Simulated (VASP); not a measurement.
# CuAu (P4/mmm) in VASP: a series of runs

The runs below take CuAu through single point, with PBE.

All numbers are computed with VASP 6.6.1; they aren't measurements. Logs are shortened: lines on timing, memory, paths and dates and some standing lists are left out, and cuts for length are marked.

## 1. The structure

The structure is tetragonal, space group P4/mmm (No. 123). The conventional cell has a = 2.811 Å, b = 2.811 Å, c = 3.685 Å, α = 90.00°, β = 90.00°, γ = 90.00°. Au (site symmetry 4/mmm) has 8 Cu at 2.71 Å and 4 Au at 2.81 Å as nearest neighbours. Around Cu (site symmetry 4/mmm) lie 8 Au at 2.71 Å and 4 Cu at 2.81 Å.

## 2. Single point, PBE

File INCAR:

```
SYSTEM = CuAu
ADDGRID  = .FALSE.      
ALGO     = Normal         ! electronic algorithm
EDIFF    = 1E-6           ! SCF threshold, eV
ENCUT    = 460            ! plane-wave cutoff, eV
GGA      = PE             ! functional
ISIF     = 2              ! what is computed and relaxed
ISMEAR   = 1              ! smearing method
LASPH    = .TRUE.         ! aspherical terms in the spheres
LCHARG   = .FALSE.        ! write CHGCAR
LREAL    = .FALSE.        ! projectors in reciprocal space
LWAVE    = .FALSE.        ! write WAVECAR
NBANDS   = 18             ! bands
NELM     = 100            ! most SCF steps
PREC     = Accurate       ! precision mode
SIGMA    = 0.2            ! smearing width, eV
```

File KPOINTS:

```
k-points
0
G
  5 5 4
  0 0 0
```

File POSCAR:

```
CuAu
1.0
    2.8107494552      0.0000000000      0.0000000000
    0.0000000000      2.8107494552      0.0000000000
    0.0000000000      0.0000000000      3.6850000000
Au Cu
1 1
Direct
    0.0000000000      0.0000000000      0.0000000000
    0.5000000000      0.5000000000      0.5000000000
```

Potentials or basis: VASP PAW PBE potentials, release 64 (Au, Cu).

Launch:

```console
$ cat potpaw_PBE.64/Au/POTCAR potpaw_PBE.64/Cu/POTCAR > POTCAR
$ mpirun -np 1 vasp_std > vasp.out
```

OUTCAR:

```text
SYSTEM = CuAu
   EDIFF = 1E-6
   ENCUT = 460
   GGA = PE
   ISIF = 2
   ISMEAR = 1
   LASPH = .TRUE.
   LREAL = .FALSE.
   NELM = 100
   PREC = Accurate

 Found     18 irreducible k-points:

 Following reciprocal coordinates:
            Coordinates               Weight
  0.000000  0.000000  0.000000      1.000000
  0.200000  0.000000  0.000000      4.000000
  0.400000  0.000000  0.000000      4.000000
  0.200000  0.200000  0.000000      4.000000
  0.400000  0.200000  0.000000      8.000000
  0.400000  0.400000  0.000000      4.000000
   k-points           NKPTS =     18   k-points in BZ     NKDIM =     18   number of bands    NBANDS=     18
   number of dos      NEDOS =    301   number of ions     NIONS =      2
   total plane-waves  NPLWV =  11200
   dimension x,y,z NGX =    20 NGY =   20 NGZ =   28
   dimension x,y,z NGXF=    40 NGYF=   40 NGZF=   56
   ions per type =               1   1
   NGX,Y,Z   is equivalent  to a cutoff of  11.83, 11.83, 12.63 a.u.
   NGXF,Y,Z  is equivalent  to a cutoff of  23.66, 23.66, 25.26 a.u.
 SYSTEM =  CuAu
   PREC   = accura    normal or accurate (medium, high low for compatibility)
   ISTART =      0    job   : 0-new  1-cont  2-samecut
   ICHARG =      2    charge: 1-file 2-atom 10-const
   ISPIN  =      1    spin polarized calculation?
   LNONCOLLINEAR =      F non collinear calculations
   LSORBIT =      F    spin-orbit coupling
   LASPH  =      T    aspherical Exc in radial PAW
   ENCUT  =  460.0 eV  33.81 Ry    5.81 a.u.   4.92  4.92  6.44*2*pi/ulx,y,z
   NELM   =    100;   NELMIN=  2; NELMDL= -5     # of ELM steps
   EDIFF  = 0.1E-05   stopping-criterion for ELM
   LREAL  =      F    real-space projection
   EDIFFG = 0.1E-04   stopping-criterion for IOM
   NSW    =      0    number of steps for IOM
   IBRION =     -1    ionic relax: 0-MD 1-quasi-New 2-CG
   NFREE  =      0    steps in history (QN), initial steepest desc. (CG)
   ISIF   =      2    stress and relaxation
   ISYM   =      2    0-nonsym 1-usesym 2-fastsym
   POTIM  = 0.5000    time-step for ionic-motion
   TEBEG  =    0.0;   TEEND  =   0.0 temperature during run
   PSTRESS=    0.0 pullay stress
   NELECT =      22.0000    total number of electrons
   NUPDOWN=      -1.0000    fix difference up-down
   EMIN   =  10.00;   EMAX   =-10.00  energy-range for DOS
   EFERMI =   0.00;   METHOD = LEGACY
   ISMEAR =     1;   SIGMA  =   0.20  broadening in eV -4-tet -1-fermi 0-gaus
   EFERMI_NEDOS =   21; number of points for ismear=-14 and -15
   IALGO  =     38    algorithm
   IMIX   =      4    mixing-type and parameters
     AMIX     =   0.40;   BMIX     =  1.00
     AMIX_MAG =   1.60;   BMIX_MAG =  1.00
  volume/ion in A,a.u.               =      14.56        98.23
  Fermi-wavevector in a.u.,A,eV,Ry     =   1.491152  2.817868 30.253005  2.223533
  Thomas-Fermi vector in A             =   2.603843
   LORBIT       =      0    0 simple, 1 ext, 2 COOP (PROOUT), +10 PAW based schemes
   GGA     = PE    functional components
   LHFCALC =     F    Hartree Fock is set to
   AEXX    =    0.0000 exact exchange contribution
   IVDW    =     0    specifies the selected vdW correction
   LEPSILON=     F    determine dielectric tensor
   LRPA    =     F    only Hartree local field effects (RPA)
 non-spin polarized calculation
 Methfessel and Paxton  Order N= 1 SIGMA  =   0.20
  energy-cutoff  :      460.00
  volume of cell :       29.11
 maximum number of plane-waves:       667
 NGX is ok and might be reduce to    20
   NGX =  9   NGY =  9   NGZ = 13

 number of electron      22.0000020 magnetization

 Free energy of the ion-electron system (eV)
  ---------------------------------------------------
  ext. energy  EPLUGINS =         0.00000000
  ---------------------------------------------------
  free energy    TOTEN  =        -7.14916970 eV

  energy without entropy =       -7.14730444  energy(sigma->0) =       -7.14854794

 E-fermi :   9.0699     XC(G=0): -12.6627

 val. band max:        9.0308418403   @ k =   0.4000   0.2000   0.5000
 cond. band min:       9.3161323183   @ k =   0.4000   0.4000   0.2500
 fundamental gap:      0.2852904780
 Fermi energy:         9.0699393619

 k-point     1 :       0.0000    0.0000    0.0000
  band No.  band energies     occupation
      1      -1.0316      2.00000
      2       2.1621      2.00000
      3       2.2903      2.00000
      4       4.6788      2.00000
      5       4.6788      2.00000
      6       5.7545      2.00000
[... 10 lines left out ...]
     17      25.5524      0.00000
     18      26.1422      0.00000

 k-point     2 :       0.2000    0.0000    0.0000
  band No.  band energies     occupation
      1      -0.1483      2.00000
      2       2.4873      2.00000
      3       2.9117      2.00000
      4       4.1615      2.00000
      5       4.8869      2.00000
      6       5.3896      2.00000
[... 10 lines left out ...]
     17      25.7226      0.00000
     18      27.5644      0.00000

 k-point     3 :       0.4000    0.0000    0.0000
  band No.  band energies     occupation
      1       1.6756      2.00000
      2       3.1420      2.00000
      3       3.3415      2.00000
      4       4.1127      2.00000
      5       4.7810      2.00000
      6       5.3484      2.00000
[... 10 lines left out ...]
     17      23.8387      0.00000
     18      25.2598      0.00000

 k-point     4 :       0.2000    0.2000    0.0000
  band No.  band energies     occupation
      1       0.7002      2.00000
      2       3.0612      2.00000
      3       3.1923      2.00000
      4       4.0155      2.00000
      5       4.3325      2.00000
      6       4.8924      2.00000
[... 10 lines left out ...]
     17      26.0251      0.00000
     18      26.5595      0.00000

 k-point     5 :       0.4000    0.2000    0.0000
  band No.  band energies     occupation
      1       2.3244      2.00000
      2       3.2281      2.00000
      3       3.2377      2.00000
      4       3.7115      2.00000
      5       4.1028      2.00000
      6       5.4072      2.00000
[... 10 lines left out ...]
     17      21.6596      0.00000
     18      22.9660      0.00000

 k-point     6 :       0.4000    0.4000    0.0000
  band No.  band energies     occupation
      1       1.9115      2.00000
      2       3.0704      2.00000
      3       3.1026      2.00000
      4       3.1043      2.00000
      5       5.9662      2.00000
      6       6.7381      2.00000
[... 10 lines left out ...]
     17      21.1657      0.00000
     18      21.6666      0.00000

 [... further k-points ...]

------------------------ aborting loop because EDIFF is reached ----------------------------------------

  FORCE on cell =-STRESS in cart. coord.  units (eV):
  Direction    XX          YY          ZZ          XY          YZ          ZX
  --------------------------------------------------------------------------------------
  -------------------------------------------------------------------------------------
  Total        0.7688585      0.7688585      0.6292008      0.0000000      0.0000000     -0.0000000
  in kB       42.3131385     42.3131385     34.6272567      0.0000000      0.0000000     -0.0000000
  external PRESSURE =      39.7511779 kB  Pullay stress =       0.0000000 kB

 VOLUME and BASIS-vectors are now :
 -----------------------------------------------------------------------------
  energy-cutoff  :      460.00
  volume of cell :       29.11
      direct lattice vectors                 reciprocal lattice vectors
     2.810749455  0.000000000  0.000000000     0.355776997  0.000000000  0.000000000
     0.000000000  2.810749455  0.000000000     0.000000000  0.355776997  0.000000000
     0.000000000  0.000000000  3.685000000     0.000000000  0.000000000  0.271370421

 POSITION                                       TOTAL-FORCE (eV/Angst)
 -----------------------------------------------------------------------------------
      0.00000      0.00000      0.00000         0.000000      0.000000      0.000000
      1.40537      1.40537      1.84250         0.000000      0.000000      0.000000
 -----------------------------------------------------------------------------------
    total drift:                               -0.000000      0.000000      0.000000

  FREE ENERGIE OF THE ION-ELECTRON SYSTEM (eV)
  ---------------------------------------------------
  free  energy   TOTEN  =        -7.1491696968 eV

  energy  without entropy=       -7.1473044388  energy(sigma->0) =       -7.14854794
```

Run time: 9.2 s. Hardware: 1 thread of Intel Xeon Platinum 8375C at 2.90GHz (Ice Lake), shared host; peak memory 0.13 GiB.

The run converged, but some of its settings lie outside the range that counts as converged, so its numbers aren't taken as properties of the crystal.

What came out:

| Quantity | Value |
| --- | --- |
| Free energy | -7.1492 eV |
| Pressure | 4.0 GPa |
| Band gap on the k mesh | none (metal or under the smearing width) |

Caveat: the k mesh is coarse (spacing up to 0.45 Å⁻¹), so the values aren't converged.

## 3. Single point, PBE

INCAR is that of step 2.

KPOINTS is that of step 2.

File POSCAR:

```
CuAu
1.0
    2.8107494552      0.0000000000      0.0000000000
    0.0000000000      2.8107494552      0.0000000000
    0.0000000000      0.0000000000      3.6850000000
Au Cu
1 1
Direct
    0.0257070000      0.0114430000     -0.0258500000
    0.4994280000      0.4658820000      0.5068750000
```

Potentials or basis: VASP PAW PBE potentials, release 64 (Au, Cu).

Launch:

```console
$ cat potpaw_PBE.64/Au/POTCAR potpaw_PBE.64/Cu/POTCAR > POTCAR
$ mpirun -np 1 vasp_std > vasp.out
```

Run time: 16 s. Hardware: 1 thread of Intel Xeon Platinum 8375C at 2.90GHz (Ice Lake), shared host; peak memory 0.14 GiB.

The run converged, but some of its settings lie outside the range that counts as converged, so its numbers aren't taken as properties of the crystal.

Results:

- Free energy: -7.0553 eV
- Pressure: 6.2 GPa
- Largest force: 1.084 eV/Å
- Band gap on the k mesh: none (metal or under the smearing width)

Caveat: the k mesh is coarse (spacing up to 0.45 Å⁻¹), so the values aren't converged.

## 4. Single point, PBE

INCAR, as its differences from that of step 3:

```diff
@@ -15,2 +15,2 @@
 PREC     = Accurate       ! precision mode
-SIGMA    = 0.2            ! smearing width, eV
+SIGMA    = 0.4            ! smearing width, eV
```

KPOINTS is that of step 3.

File POSCAR:

```
CuAu
1.0
    2.8107494552      0.0000000000      0.0000000000
    0.0000000000      2.8107494552      0.0000000000
    0.0000000000      0.0000000000      3.6850000000
Au Cu
1 1
Direct
    0.0000000000      0.0000000000      0.0000000000
    0.5000000000      0.5000000000      0.5000000000
```

Launch:

```console
$ cat potpaw_PBE.64/Au/POTCAR potpaw_PBE.64/Cu/POTCAR > POTCAR
$ mpirun -np 1 vasp_std > vasp.out
```

It took 9.7 s on 1 thread of Intel Xeon Platinum 8375C at 2.90GHz (Ice Lake), shared host; peak memory 0.14 GiB.

The run converged, but some of its settings lie outside the range that counts as converged, so its numbers aren't taken as properties of the crystal.

What came out:

```
Free energy            : -7.1505 eV
Pressure               : 4.0 GPa
Band gap on the k mesh : none (metal or under the smearing width)
```

Caveat: the k mesh is coarse (spacing up to 0.45 Å⁻¹), so the values aren't converged.

(Continued in part 2 of 2.)
